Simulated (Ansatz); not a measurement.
# 2H-WS2 bilayer (2H stacking) in a perpendicular field, part 2 of 2

Wanted: the out-of-plane response of the 2H-WS2 bilayer (2H stacking). A positive field points along +c.

Ansatz 0.2.0; plane-wave DFT, r2SCAN-D4, Ansatz PAW (the session's first sound run).

So far, equivalent conductor thickness p/(ε₀AE) (Å): step 9 (response, atoms held) 10.1; step 12 (ions relaxed) 10.1.

## 13. Same geometry, cutoff 420 eV, functional LDA

This step: plane-wave DFT, LDA, Ansatz PAW (Ansatz 0.2.0).

The geometry is kept and the functional is LDA; other changes against the main runs: SCF threshold 1.0e-10 → 1.0e-09 eV, cutoff 500 → 420, k-mesh 18×18×1 → 6×6×1 and no dispersion term, which doesn't act on the electrons.

Input file input.yaml:

```yaml
crystal:
  lattice:
    - [3.1721836709, 0.0, 0.0]
    - [-1.5860918355, 2.7471916445, 0.0]
    - [0.0, 0.0, 27.4035689022]
  atoms:
    - { symbol: S, position: [0.3333333333, 0.6666666667, 0.3284243754] }
    - { symbol: W, position: [0.0, 0.0, 0.3853829132] }
    - { symbol: S, position: [0.3333333333, 0.6666666667, 0.442334276] }
    - { symbol: S, position: [0.0, 0.0, 0.557665724] }
    - { symbol: W, position: [0.3333333333, 0.6666666667, 0.6146170868] }
    - { symbol: S, position: [0.0, 0.0, 0.6715756246] }
kpoints:
  mp_grid: { grid: [6, 6, 1] }
hamiltonian:
  xc: lda
scf:
  occupations: { method: fermi_dirac, width: 0.05 }
  convergence: { dr2_threshold: 1.0e-09 }
efield:
  axis: 3
  dipole_correction: true
  ramp_position: 0.97
  ramp_width: 0.06
  amplitude: 0.1
output:
  write_potential: true
  write_density: true
  volumetric_format: npy
```

The run is started by

```sh
$ ansatz run input.yaml --threads 4 --pin off --max-ram 6144MiB --backend cpu --events-out ev --progress --plain --runs-dir out
```

It took 2.3 s on 4 threads of Arm Neoverse V1, shared host; peak memory 0.46 GiB.

This step gave:

```
dipole along the normal : 0.04961 e·Å
```

The dipole is 0.0496 e·Å.

## 14. Same geometry, cutoff 420 eV, functional LDA (run 2)

The same run in the opposite field.

input.yaml, as its differences from that of step 13:

```diff
@@ -24,3 +24,3 @@
   ramp_width: 0.06
-  amplitude: 0.1
+  amplitude: -0.1
 output:
```

Wall time 2.3 s (4 threads); peak memory 0.47 GiB.

The dipole is -0.0496 e·Å.

## 15. Response at this level

This step: plane-wave DFT, LDA, Ansatz PAW; response to a field along the normal, atoms held (Ansatz 0.2.0).

The two signs of the field give the slope at this level.

This step gave:

```
equivalent conductor thickness p/(ε₀AE) : 10.30 Å
distance between the outer atoms        : 9.404 Å
```

The induced dipole is that of a conductor 10.30 Å thick.

## 16. Same geometry, cutoff 420 eV, functional PBE

This step: plane-wave DFT, PBE, Ansatz PAW (Ansatz 0.2.0).

The geometry is kept and the functional is PBE; other changes against the main runs: SCF threshold 1.0e-10 → 1.0e-09 eV, cutoff 500 → 420, k-mesh 18×18×1 → 6×6×1 and no dispersion term, which doesn't act on the electrons.

input.yaml, as its differences from that of step 14:

```diff
@@ -15,3 +15,3 @@
 hamiltonian:
-  xc: lda
+  xc: pbe
 scf:
@@ -24,3 +24,3 @@
   ramp_width: 0.06
-  amplitude: -0.1
+  amplitude: 0.1
 output:
```

The job ended after 2.3 s (4 threads; peak memory 0.48 GiB; 8.5 s of CPU time).

The dipole is 0.0493 e·Å.

## 17. Same geometry, cutoff 420 eV, functional PBE (run 2)

input.yaml, as its differences from that of step 16:

```diff
@@ -24,3 +24,3 @@
   ramp_width: 0.06
-  amplitude: 0.1
+  amplitude: -0.1
 output:
```

It took 2.2 s on 4 threads; peak memory 0.48 GiB.

The dipole is -0.0493 e·Å.

## 18. Response at this level

This step: plane-wave DFT, PBE, Ansatz PAW; response to a field along the normal, atoms held (Ansatz 0.2.0).

The induced dipole is that of a conductor 10.23 Å thick.

## 19. Same geometry, cutoff 500 eV, functional r2SCAN

This step: plane-wave DFT, r2SCAN, Ansatz PAW (Ansatz 0.2.0).

The geometry is kept and the functional is r2SCAN; other changes against the main runs: SCF threshold 1.0e-10 → 1.0e-09 eV, k-mesh 18×18×1 → 6×6×1 and no dispersion term, which doesn't act on the electrons.

input.yaml, as its differences from that of step 17:

```diff
@@ -15,3 +15,3 @@
 hamiltonian:
-  xc: pbe
+  xc: r2scan
 scf:
@@ -24,3 +24,3 @@
   ramp_width: 0.06
-  amplitude: -0.1
+  amplitude: 0.1
 output:
```

It took 6 s on 4 threads; peak memory 0.86 GiB; 23 s of CPU time.

The dipole is 0.0488 e·Å.

## 20. Same geometry, cutoff 500 eV, functional r2SCAN (run 2)

input.yaml, as its differences from that of step 19:

```diff
@@ -24,3 +24,3 @@
   ramp_width: 0.06
-  amplitude: 0.1
+  amplitude: -0.1
 output:
```

Run time: 5.8 s. Hardware: 4 threads; peak memory 0.86 GiB; 22 s of CPU time.

The dipole is -0.0488 e·Å.

## 21. Response at this level

This step: plane-wave DFT, r2SCAN, Ansatz PAW; response to a field along the normal, atoms held (Ansatz 0.2.0).

The induced dipole is that of a conductor 10.13 Å thick.

## 22. Same geometry, cutoff 420 eV, functional HSE06

This step: plane-wave DFT, HSE06, Ansatz PAW (Ansatz 0.2.0).

The geometry is kept and the functional is HSE06; other changes against the main runs: SCF threshold 1.0e-10 → 1.0e-09 eV, cutoff 500 → 420, k-mesh 18×18×1 → 6×6×1 and no dispersion term, which doesn't act on the electrons.

input.yaml, as its differences from that of step 20:

```diff
@@ -15,3 +15,3 @@
 hamiltonian:
-  xc: r2scan
+  xc: hse06
 scf:
@@ -24,3 +24,3 @@
   ramp_width: 0.06
-  amplitude: -0.1
+  amplitude: 0.1
 output:
```

Wall time 31 s (4 threads); peak memory 2.6 GiB; 1.9 min of CPU time.

A gap read on the k-mesh alone can miss the band edges.

The dipole is 0.0485 e·Å.

## 23. Same geometry, cutoff 420 eV, functional HSE06 (run 2)

input.yaml, as its differences from that of step 22:

```diff
@@ -24,3 +24,3 @@
   ramp_width: 0.06
-  amplitude: 0.1
+  amplitude: -0.1
 output:
```

Run time: 31 s. Hardware: 4 threads; peak memory 2.6 GiB; 1.9 min of CPU time.

The dipole is -0.0485 e·Å.

## 24. The series together

Times are for 4 threads of Arm Neoverse V1, shared host. The series side by side:

```csv
no.,functional,field,dipole along the normal (e·Å),time,memory (GiB)
1,lda,0.1 V/Å,0.04961,2.3 s,0.46
2,lda,-0.1 V/Å,-0.04962,2.3 s,0.47
3,pbe,0.1 V/Å,0.04927,2.3 s,0.48
4,pbe,-0.1 V/Å,-0.04927,2.2 s,0.48
5,r2scan,0.1 V/Å,0.04879,6 s,0.86
6,r2scan,-0.1 V/Å,-0.04880,5.8 s,0.86
7,hse06,0.1 V/Å,0.04845,31 s,2.6
8,hse06,-0.1 V/Å,-0.04846,31 s,2.6
```

## 25. Response at this level

This step: plane-wave DFT, HSE06, Ansatz PAW; response to a field along the normal, atoms held (Ansatz 0.2.0).

The induced dipole is that of a conductor 10.06 Å thick.

## 26. The same run with other settings: scf.mixing.algorithm = "broyden" and scf.mixing.beta = 0.7

This step: plane-wave DFT, r2SCAN-D4, Ansatz PAW (Ansatz 0.2.0).

A run with a changed input: it repeats the earlier run at 0.1 V/Å with scf.mixing.algorithm to broyden and scf.mixing.beta to 0.7.

input.yaml, the sections that differ from step 23:

```yaml
kpoints:
  mp_grid: { grid: [18, 18, 1] }
  band_path:
    path: [[0, 0, 0], [0.5, 0, 0], [0.33333333, 0.33333333, 0], [0, 0, 0]]
    npoints: 16
hamiltonian:
  xc: r2scan
  dispersion: d4
scf:
  occupations: { method: fermi_dirac, width: 0.05 }
  convergence: { dr2_threshold: 1.0e-10 }
  mixing: { algorithm: broyden, beta: 0.7 }
efield:
  axis: 3
  dipole_correction: true
  ramp_position: 0.97
  ramp_width: 0.06
  amplitude: 0.1
# crystal, output: as in step 23
```

Wall time 32 s (4 threads); peak memory 1.1 GiB; 2.1 min of CPU time.

Numbers from this step:

```yaml
dipole_along_the_normal: 0.04878 e·Å
gap_along_the_path: 1.472 eV
smallest_direct_gap_along_the_path: 1.835 eV
gap_the_smaller_of_path_and_mesh: 1.472 eV
```

The electronic bands at the labelled points (eV, zero at the Fermi level of the run, which the smearing sets inside the gap):

```csv
point,band 23,band 24,band 25,band 26,band 27,band 28,band 29,band 30
Γ,-2.84,-2.84,-1.35,-0.73,1.90,1.90,2.01,2.01
halfway,-3.07,-2.70,-2.09,-1.96,1.20,1.51,1.63,1.66
M,-2.62,-2.48,-2.20,-2.06,1.84,1.96,2.27,2.44
halfway,-3.52,-3.33,-1.70,-1.55,1.48,1.61,2.53,2.66
K,-3.70,-3.59,-1.24,-1.09,0.74,0.86,2.14,2.70
halfway,-2.70,-2.51,-2.11,-1.99,0.87,1.26,1.76,1.95
Γ,-2.84,-2.84,-1.35,-0.73,1.90,1.90,2.01,2.01
```

```csv
quantity,this run,earlier run,difference
dipole along the normal (e·Å),0.04878,0.04878,2.3e-6
gap along the path (eV),1.472,1.472,-1.0e-6
smallest direct gap along the path (eV),1.835,1.835,-3.0e-6
```

Nothing in the table moves by 0.01 in its unit (for the dipole 0.5 % and 5e-5 e·Å).

## 27. The same run with other settings

Another changed input: it repeats the earlier run at 0.1 V/Å with efield.dipole_correction from true to false.

input.yaml, as its differences from that of step 26:

```diff
@@ -23,6 +23,5 @@
   convergence: { dr2_threshold: 1.0e-10 }
-  mixing: { algorithm: broyden, beta: 0.7 }
 efield:
   axis: 3
-  dipole_correction: true
+  dipole_correction: false
   ramp_position: 0.97
```

Wall time 33 s (4 threads); peak memory 1.1 GiB; 2.2 min of CPU time.

```csv
quantity,this run,earlier run,difference
dipole along the normal (e·Å),0.07739,0.04878,0.029
gap along the path (eV),1.429,1.472,-0.043
smallest direct gap along the path (eV),1.769,1.835,-0.066
```

With the dipole correction off, the periodic images add a field of their own to the typed one.

What moves beyond 0.01 in its unit (for the dipole 0.5 % and 5e-5 e·Å): dipole along the normal (+0.0286 e·Å), smallest direct gap along the path (-0.0656 eV) and gap along the path (-0.0427 eV).

These numbers are not those of the isolated slab.

## 28. What came out

```json
{
  "gap without field": "1.54 eV",
  "ionisation energy, upper face": "5.51 eV",
  "electron affinity, upper face": "3.97 eV",
  "equivalent conductor thickness, atoms held": "10.1 Å",
  "equivalent conductor thickness, atoms relaxed": "10.1 Å",
  "equivalent conductor thickness, LDA": "10.3 Å",
  "equivalent conductor thickness, PBE": "10.2 Å",
  "equivalent conductor thickness, r2SCAN": "10.1 Å",
  "equivalent conductor thickness, HSE06": "10.1 Å"
}
```

**Reading.** The induced dipole equals that of a perfect conductor 10.13 Å thick, while the outer atoms lie 9.40 Å apart; an out-of-plane ε follows only once a thickness t is chosen, by 1 − 1/ε = 10.13 Å / t. The gap goes from 1.54 eV to 1.27 eV at 0.35 V/Å. Across the functionals the thickness runs from 10.06 to 10.30 Å; those runs use a coarser k-mesh, so they are to be compared with each other. With the field reversed the gap is 1.40 eV at -0.2 V/Å. Semilocal functionals give gaps that are too small, and excitons are not included. Spin-orbit coupling is left out, which matters for the bands of elements this heavy.

[Logs are printed without paths, hosts, clocks, repeated set-up lines and the standing remarks that a program may print on its own settings, such as how far it seeks lower states.]

[Hosts, paths, dates, database ids (printed as entryN), source tags and the programs' standing remarks are cut or masked in the printed files.]

[Maps of the electrostatic potential energy from Ansatz leave out the sawtooth potential of an applied field or a dipole correction, so their vacuum need not be flat; planar profiles and work functions include it.]
